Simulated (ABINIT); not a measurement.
# ZrC (P6_3/mmc) in ABINIT: reference runs

How does ZrC come out in PBE? The cell is run as given and disturbed.

All numbers are computed with ABINIT 10.8.3 (patched build); they aren't measurements. Logs are shortened: lines on timing, memory, paths and dates and some standing lists are left out, and cuts for length are marked. The log counts tension as positive stress, the text compression.

## (1) The structure

The structure is hexagonal, space group P6_3/mmc (No. 194). Conventional cell: a = 3.391 Å, b = 3.391 Å, c = 5.290 Å, α = 90.00°, β = 90.00°, γ = 120.00°. Zr (site symmetry -6m2) is surrounded by 6 C at 2.36 Å. C (site symmetry -3m) is surrounded by 6 Zr at 2.36 Å and 2 C at 2.65 Å.

The cell comes from a database or a generator and needn't be the stable form of this composition.

## (2) Single point, PBE

Input file run.abi:

```
# Pseudopotentials
pp_dirpath "./"
pseudos "Zr.GGA_PBE-JTH.xml, C.GGA_PBE-JTH.xml"

# Structure
structure "poscar:POSCAR"
natom 4

# Plane-wave basis
ecut 19.0
pawecutdg 38.0
pawxcdev 0

# k points
kptopt 1
ngkpt 9 9 5
nshiftk 1
shiftk 0.0 0.0 0.0

# Exchange and correlation
ixc 11

# Bands and occupations
nband 20
occopt 3
tsmear 0.00183747

# SCF cycle
nstep 100
tolvrs 1.0e-9

# Output
iomode 3
prtwf 0
prteig 0
prtebands 0
prtden 1
prtvha 1
prtvclmb 1
prtpot 1
```

Input file POSCAR:

```
ZrC
1.0
    3.3914762718      0.0000000000      0.0000000000
   -1.6957381359      2.9371046077      0.0000000000
    0.0000000000      0.0000000000      5.2900530000
Zr C
2 2
Direct
    0.6666666667      0.3333333333      0.7500000000  Zr
    0.3333333333      0.6666666667      0.2500000000  Zr
    0.0000000000      0.0000000000      0.5000000000  C
    0.0000000000      0.0000000000      0.0000000000  C
```

Potentials or basis: JTH PAW PBE v2.0.

The run is started by

```console
$ abinit run.abi > log 2>&1
```

run.abo:

```text
.Version 10.8.3 of ABINIT
 Symmetries : space group P6_3/m m c (#194); Bravais hP (primitive hexag.)
================================================================================
 Values of the parameters that define the memory need of the present run
     intxc =       0    ionmov =       0      iscf =      17    lmnmax =      18
     lnmax =       6     mgfft =      40  mpssoang =       3    mqgrid =    3001
     natom =       4  nloc_mem =       2    nspden =       1   nspinor =       1
    nsppol =       1      nsym =      24    n1xccc =       1    ntypat =       2
    occopt =       3   xclevel =       2
       mpw =        1424          nfft =       29160          nkpt =          36
 PAW method is used; the additional fine FFT grid is defined by:
   mgfftf=        60    nfftf =     77760
================================================================================
================================================================================

--------------------------------------------------------------------------------
------------- Echo of variables that govern the present computation ------------
--------------------------------------------------------------------------------
 -outvars: echo values of preprocessed input variables --------
            acell      1.0000000000E+00  1.0000000000E+00  1.0000000000E+00 Bohr
              amu      9.12240000E+01  1.20110000E+01
             ecut      1.90000000E+01 Hartree
              ixc          11
         kptrlatt        9    0    0      0    9    0      0    0    5
          kptrlen      4.99837568E+01
            natom           4
            nband          20
            ngfft          27      27      40
          ngfftdg          36      36      60
             nkpt          36
            nstep         100
             nsym          24
           ntypat           2
           occopt           3
        pawecutdg      3.80000000E+01 Hartree
         pawxcdev           0
        prtebands           0
           prteig           0
           prtpot           1
         prtvclmb           1
           prtvha           1
            prtwf           0
            rprim      6.4089613162E+00  0.0000000000E+00  0.0000000000E+00
                      -3.2044806581E+00  5.5503233117E+00  0.0000000000E+00
                       0.0000000000E+00  0.0000000000E+00  9.9967513615E+00
          spgroup         194
           tolvrs      1.00000000E-09
           tsmear      1.83747000E-03 Hartree
            typat      1  1  2  2
           useylm           1
           xangst      1.6957381359E+00  9.7903486923E-01  3.9675397500E+00
                      -4.7614606347E-17  1.9580697385E+00  1.3225132500E+00
                      -3.1377458704E-17  5.4347352687E-17  2.6450265000E+00
                      -3.1377458704E-17  5.4347352687E-17  0.0000000000E+00
            xcart      3.2044806581E+00  1.8501077706E+00  7.4975635212E+00
                      -8.9978565589E-17  3.7002155411E+00  2.4991878404E+00
                      -5.9294803477E-17  1.0270161225E-16  4.9983756808E+00
[... 162 lines left out ...]
    3     -0.00000000000000    -0.00000000000000    -0.00000000000000
    4     -0.00000000000000    -0.00000000000000    -0.00000000000000
 frms,max,avg= 2.5460960E-28 5.4010852E-28   0.000E+00  0.000E+00  0.000E+00 e/A
 length scales=  1.000000000000  1.000000000000  1.000000000000 bohr
              =  0.529177210544  0.529177210544  0.529177210544 angstroms
 Fermi (or HOMO) energy (hartree) =   0.43205   Average Vxc (hartree)=  -0.44598
 Eigenvalues (hartree) for nkpt=  36  k points:
 kpt#   1, nband= 20, wtk=  0.00247, kpt=  0.0000  0.0000  0.0000 (reduced coord)
  -1.34643   -1.34229   -0.55779   -0.53240   -0.53240   -0.52881   -0.52881   -0.52563
  -0.00210    0.13224    0.21611    0.32854    0.32854    0.39117    0.39117    0.46688
   0.47758    0.47758    0.49196    0.49436
      occupation numbers for kpt#   1
   2.00000    2.00000    2.00000    2.00000    2.00000    2.00000    2.00000    2.00000
   2.00000    2.00000    2.00000    2.00000    2.00000    2.00000    2.00000    0.00000
   0.00000    0.00000    0.00000    0.00000
 prteigrs : prtvol=0 or 1, do not print more k-points.

--- !EnergyTerms
iteration_state     : {dtset: 1, }
comment             : Components of total free energy in Hartree
kinetic             :  3.07358808783600E+01
hartree             :  1.41991191042214E+01
xc                  : -1.78683523823832E+01
Ewald energy        : -9.37968470519160E+01
psp_core            :  3.59478848932575E+00
local_psp           : -6.71078029403142E+01
PAW spherical_terms :  2.36277087444713E+01
internal            : -1.06615505158235E+02
'-kT*entropy'       : -2.27712175516710E-04
total_energy        : -1.06615732870410E+02
total_energy_eV     : -2.90116188703507E+03
...

--- !EnergyTermsDC
iteration_state     : {dtset: 1, }
comment             : '"Double-counting" decomposition of free energy'
band_energy         : -7.57704404050803E+00
Ewald energy        : -9.37968470519160E+01
psp_core            :  3.59478848932575E+00
xc_dc               : -1.22317289350815E+01
PAW spherical_terms :  3.39530472117179E+00
internal            : -1.06615526817008E+02
'-kT*entropy'       : -2.27712175516710E-04
total_energy_dc     : -1.06615754529184E+02
total_energy_dc_eV  : -2.90116247640031E+03
...

--- !EnergyTermsWithPAWCore
iteration_state     : {dtset: 1, }
comment             : 'Components of total free energy, including PAW core contributions'
Total energy        : -7.27390679343662E+03
Total energy DC     : -7.27390681509539E+03
Total energy (eV)   : -1.97933087273469E+05
Total energy DC (eV): -1.97933087862834E+05
...

 Cartesian components of stress tensor (hartree/bohr^3)
  sigma(1 1)=  1.11842737E-04  sigma(3 2)=  0.00000000E+00
  sigma(2 2)=  1.11842737E-04  sigma(3 1)=  0.00000000E+00
  sigma(3 3)=  2.43430317E-05  sigma(2 1)=  0.00000000E+00

-Cartesian components of stress tensor (GPa)         [Pressure= -2.4324E+00 GPa]
- sigma(1 1)=  3.29052692E+00  sigma(3 2)=  0.00000000E+00
- sigma(2 2)=  3.29052692E+00  sigma(3 1)=  0.00000000E+00
- sigma(3 3)=  7.16196720E-01  sigma(2 1)=  0.00000000E+00

== END DATASET(S) ==============================================================
================================================================================

 -outvars: echo values of variables after computation  --------
            acell      1.0000000000E+00  1.0000000000E+00  1.0000000000E+00 Bohr
           etotal     -1.0661575453E+02
            fcart      1.0503438429E-29 -6.0641630044E-30 -0.0000000000E+00
                      -1.0503438429E-29  6.0641630044E-30 -0.0000000000E+00
                      -0.0000000000E+00 -0.0000000000E+00 -0.0000000000E+00
                      -0.0000000000E+00 -0.0000000000E+00 -0.0000000000E+00
            rprim      6.4089613162E+00  0.0000000000E+00  0.0000000000E+00
                      -3.2044806581E+00  5.5503233117E+00  0.0000000000E+00
                       0.0000000000E+00  0.0000000000E+00  9.9967513615E+00
           strten      1.1184273664E-04  1.1184273671E-04  2.4343031732E-05
                       0.0000000000E+00  0.0000000000E+00  0.0000000000E+00
           xangst      1.6957381359E+00  9.7903486923E-01  3.9675397500E+00
                      -4.7614606347E-17  1.9580697385E+00  1.3225132500E+00
                      -3.1377458704E-17  5.4347352687E-17  2.6450265000E+00
                      -3.1377458704E-17  5.4347352687E-17  0.0000000000E+00
             xred      6.6666666667E-01  3.3333333333E-01  7.5000000000E-01
                       3.3333333333E-01  6.6666666667E-01  2.5000000000E-01
                       0.0000000000E+00  1.8503717077E-17  5.0000000000E-01
                       0.0000000000E+00  1.8503717077E-17  0.0000000000E+00
 Calculation completed.
```

Wall time 37 s (1 thread of Arm Neoverse V1, shared host); peak memory 0.15 GiB.

Results:

```
Free energy                                           : -2901.1625 eV
Pressure                                              : -2.4 GPa
Band gap on the k mesh                                : none (metal or under the smearing width)
Valence electrons inside the program's atomic spheres : Zr 9.07; C 2.37
```

Stress tensor (GPa, compression positive):
```
-3.29  0.00  0.00
 0.00 -3.29  0.00
 0.00  0.00 -0.72
```

Levels at points of the mesh, in eV from the Fermi level:
| k point | band 14 | band 15 | band 16 | band 17 | band 18 | band 19 |
| --- | --- | --- | --- | --- | --- | --- |
| (0.00, 0.00, 0.00) | -1.11 | -1.11 | 0.95 | 1.24 | 1.24 | 1.63 |

## (3) Single point, PBE

Input file run.py:

```python
import json, os
import numpy as np
from ase.units import GPa
from ase.calculators.abinit import Abinit, AbinitProfile
from ase.io import read

atoms = read('POSCAR')

profile = AbinitProfile(command='abinit', pp_paths=[os.path.abspath('pseudos')])
params = dict(
    pps='pawxml', xc='PBE',
    ecut=517.0163,
    pawecutdg=1034.0327,
    pawxcdev=0,
    kptopt=1,
    ngkpt=[9, 9, 5],
    nshiftk=1,
    shiftk=[0.0, 0.0, 0.0],
    ixc=11,
    nband=20,
    occopt=3,
    tsmear=0.05,
    nstep=100,
    tolvrs=1e-09,
    prtwf=0,
    prtden=0,
)

atoms.calc = Abinit(profile=profile, directory='run', **params)
energy = atoms.get_potential_energy()
forces = atoms.get_forces()
stress = atoms.get_stress()
print(f'energy {energy:.6f} eV')
print('forces (eV/A)')
print(np.round(forces, 5))
print('stress (GPa, Voigt, tension positive)', np.round(stress / GPa, 4))
json.dump(dict(energy=energy, forces=forces.tolist(), stress=stress.tolist(), cell=atoms.cell.tolist(), frac=atoms.get_scaled_positions(wrap=False).tolist()), open('results.json', 'w'))
```

Input file POSCAR:

```
ZrC
1.0
    3.3914762718      0.0000000000      0.0000000000
   -1.6957381359      2.9371046077      0.0000000000
    0.0000000000      0.0000000000      5.2900530000
Zr C
2 2
Direct
    0.6666666667      0.3333333333      0.7500000000
    0.3333333333      0.6666666667      0.2500000000
    0.0000000000      0.0000000000      0.5000000000
    0.0000000000      0.0000000000      0.0000000000
```

Potentials or basis: JTH PAW PBE v2.0.

The run is started by

```console
$ python run.py
```

It took 38 s on 1 thread of Arm Neoverse V1, shared host; peak memory 0.14 GiB.

The run converged. Its results:

| Quantity | Value |
| --- | --- |
| Free energy | -2901.1625 eV |
| Pressure | -2.4 GPa |
| Band gap on the k mesh | none (metal or under the smearing width) |
| Valence electrons inside the program's atomic spheres | Zr 9.07; C 2.37 |

Stress tensor (GPa, compression positive):
```
-3.29  0.00  0.00
 0.00 -3.29  0.00
 0.00  0.00 -0.72
```

Levels at points of the mesh, in eV from the Fermi level:
```
           k point  band 14  band 15  band 16  band 17  band 18  band 19
(0.00, 0.00, 0.00)    -1.11    -1.11     0.95     1.24     1.24     1.63
```

## (4) Single point, PBE (atoms moved at random, drawn with an rms of 0.05 Å)

Input file run.abi:

```
pp_dirpath "./"
pseudos "Zr.GGA_PBE-JTH.xml, C.GGA_PBE-JTH.xml"

acell 3.3914762718 3.3914762718 5.290053 Angstrom
rprim
     1.0000000000     0.0000000000     0.0000000000
    -0.5000000000     0.8660254038     0.0000000000
     0.0000000000     0.0000000000     1.0000000000
ntypat 2
znucl 40 6
natom 4
typat 1 1 2 2
xred
     0.6564960000     0.3361750000     0.7457770000
     0.3534290000     0.6814770000     0.2533850000
    -0.0106820000    -0.0085700000     0.5010310000
     0.0019040000    -0.0091580000    -0.0024290000
chkprim 0
chksymtnons 0
tolsym 1.0e-6

ecut 19.0
pawecutdg 38.0
pawxcdev 0

kptopt 1
ngkpt 9 9 5
nshiftk 1
shiftk 0.0 0.0 0.0

ixc 11

nband 20
occopt 3
tsmear 0.00183747

nstep 100
tolvrs 1.0e-9

iomode 3
prtwf 0
prteig 0
prtebands 0
enunit 1
prtden 1
prtvha 1
prtvclmb 1
prtpot 1
```

Potentials or basis: JTH PAW PBE v2.0.

The run is started by

```console
$ abinit run.abi > log 2>&1
```

run.abo:

```text
.Version 10.8.3 of ABINIT
 Symmetries : space group P1 (#  1); Bravais aP (primitive triclinic)
================================================================================
 Values of the parameters that define the memory need of the present run
     intxc =       0    ionmov =       0      iscf =      17    lmnmax =      18
     lnmax =       6     mgfft =      40  mpssoang =       3    mqgrid =    3001
     natom =       4  nloc_mem =       2    nspden =       1   nspinor =       1
    nsppol =       1      nsym =       1    n1xccc =       1    ntypat =       2
    occopt =       3   xclevel =       2
       mpw =        1424          nfft =       29160          nkpt =         203
 PAW method is used; the additional fine FFT grid is defined by:
   mgfftf=        60    nfftf =     77760
================================================================================
================================================================================

--------------------------------------------------------------------------------
------------- Echo of variables that govern the present computation ------------
[... 276 lines left out ...]

 -outvars: echo values of variables after computation  --------
            acell      6.4089613162E+00  6.4089613162E+00  9.9967513615E+00 Bohr
           etotal     -1.0661280259E+02
            fcart      9.8263586831E-03 -9.5173675876E-03  1.1591699142E-02
                      -1.2037125783E-02 -1.7986470133E-02 -1.2036300908E-02
                       4.4963741849E-03  1.4406062465E-02 -1.5297557341E-03
                      -2.2856070847E-03  1.3097775256E-02  1.9743575003E-03
            rprim      1.0000000000E+00  0.0000000000E+00  0.0000000000E+00
                      -5.0000000000E-01  8.6602540380E-01  0.0000000000E+00
                       0.0000000000E+00  0.0000000000E+00  1.0000000000E+00
           strten      9.6108025539E-05  9.0071014666E-05 -3.8566733237E-06
                      -4.8716466644E-06 -1.6311445281E-05  2.8326079546E-06
           xangst      1.6564258387E+00  9.8738114151E-01  3.9451998562E+00
                       4.3039529627E-02  2.0015692368E+00  1.3404200794E+00
                      -2.1695273711E-02 -2.5170986489E-02  2.6504805446E+00
                       2.1986940670E-02 -2.6898003998E-02 -1.2849538737E-02
             xred      6.5649600000E-01  3.3617500000E-01  7.4577700000E-01
                       3.5342900000E-01  6.8147700000E-01  2.5338500000E-01
                      -1.0682000000E-02 -8.5700000000E-03  5.0103100000E-01
                       1.9040000000E-03 -9.1580000000E-03 -2.4290000000E-03
 Calculation completed.
```

It took 3.6 min on 1 thread of Arm Neoverse V1, shared host; peak memory 0.29 GiB.

What came out:

| Item | Value |
| --- | --- |
| Free energy | -2901.0822 eV |
| Pressure | -1.8 GPa |
| Largest force | 1.273 eV/Å |
| Band gap on the k mesh | none (metal or under the smearing width) |
| Valence electrons inside the program's atomic spheres | Zr 9.05; C 2.37, 2.35 |

Forces on the atoms (eV/Å):
```
Zr   0.505 -0.489  0.596
Zr  -0.619 -0.925 -0.619
C    0.231  0.741 -0.079
C   -0.118  0.674  0.102
```

Stress tensor (GPa, compression positive):
```
-2.83 -0.08  0.48
-0.08 -2.65  0.14
 0.48  0.14  0.11
```
